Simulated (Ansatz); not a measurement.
# Abstraction of F: C4H9F + SiH2(CH3)(SiH2) → C4H9 + CH7FSi2

Species: C4H9F (1-fluorobutane) `CCCCF`, singlet; SiH2(CH3)(SiH2), doublet; C4H9 (1-butyl radical) `[CH2]CCC`, doublet; CH7FSi2 `C[SiH2][SiH2]F`, singlet. A radical takes F: the energy is the difference in strength between the C–F bond broken and the Si–F bond made.

Shapes, held fixed at every level: PBE0-D4/def2-TZVP. Flexible molecules stand in one conformer, not always the lowest. Programs: Ansatz 0.2.0. The zero-point and thermal change to 298 K, harmonic and unscaled (PBE0-D4/def2-TZVP), is -7.8 kJ/mol.

```csv
level,kind,ΔH(298 K) (kJ/mol)
MP2/def2-TZVPP,perturbation theory,-136.5
HF/def2-SVP,Hartree–Fock,-135.3
HF/def2-TZVPP,Hartree–Fock,-163.6
SPW92/def2-TZVPP,LDA,-103.3
r2SCAN-D4/def2-TZVPP,meta-GGA,-137.2
PBE0-D4/def2-TZVPP,global hybrid,-124.5
r2SCAN0-D4/def2-TZVPP,global hybrid,-140.3
wB97X-V/def2-TZVPP,range-separated hybrid,-134.1
```

wB97X-V/def2-TZVPP gives ΔH(298 K) = -134.1 kJ/mol; the levels span -163.6 to -103.3. The median of the levels is -135.9. No measured value is set beside it here. Open shells run unrestricted.

Fluorine transfer from carbon to silicon is strongly exothermic at every level, so the Si–F bond formed is clearly stronger than the C–F bond broken. The driving force is the low electronegativity of silicon. Si–F is the more polar bond, with a large electrostatic contribution, and donation from the fluorine lone pairs into σ* orbitals on silicon strengthens it further. The weaker Si–F covalent overlap does not offset this gain.

The sign is secure, but the magnitude is less so. In the same triple-zeta basis, going from Hartree–Fock (-163.6 kJ/mol) to MP2 (-136.5 kJ/mol) makes the reaction less exothermic, probably because correlation stabilises the compact C–F bond more than the longer Si–F bond. The Hartree–Fock value in the small basis, -135.3 kJ/mol, lies close to MP2 only because basis-set incompleteness offsets the missing correlation, so that agreement is no sign of accuracy. The exothermicity establishes a thermodynamic preference for the silyl fluoride, but says nothing about the barrier to abstraction, and hence the rate.
